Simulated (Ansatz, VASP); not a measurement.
**MgO (Periclase): VASP beside Ansatz**

```xyz
2
Lattice="0.0000 2.1022 2.1022 2.1022 0.0000 2.1022 2.1022 2.1022 0.0000" Properties=species:S:1:pos:R:3 pbc="T T T"
Mg    0.0000    0.0000    0.0000
O     2.1022    2.1022    2.1022
```

Alike in both runs: task single point; functional r2SCAN; k mesh 8 × 8 × 8; no spin polarisation.

```csv
,VASP,Ansatz
version,VASP 6.6.1,Ansatz 0.2.0
potentials or method,"VASP PAW PBE potentials, release 64 (Mg, O)","plane waves, PAW"
plane-wave cutoff (eV),520,500
occupations,"gaussian, width 0.01 eV",fixed
valence electrons in the cell,8,16
```

VASP gave:

* gap on the k mesh at the Fermi level (eV): 5.66

**Question.** What did Ansatz give for the same quantities?

**Answer.** gap on the k mesh at the Fermi level (eV): 5.68.

The two sets of potentials don't hold the same shells in valence.

Caveats: the PAW data sets were made with another functional, which shifts forces and pressure a little (VASP). r2SCAN opens gaps a little over a GGA but as a rule still falls short of measured ones.
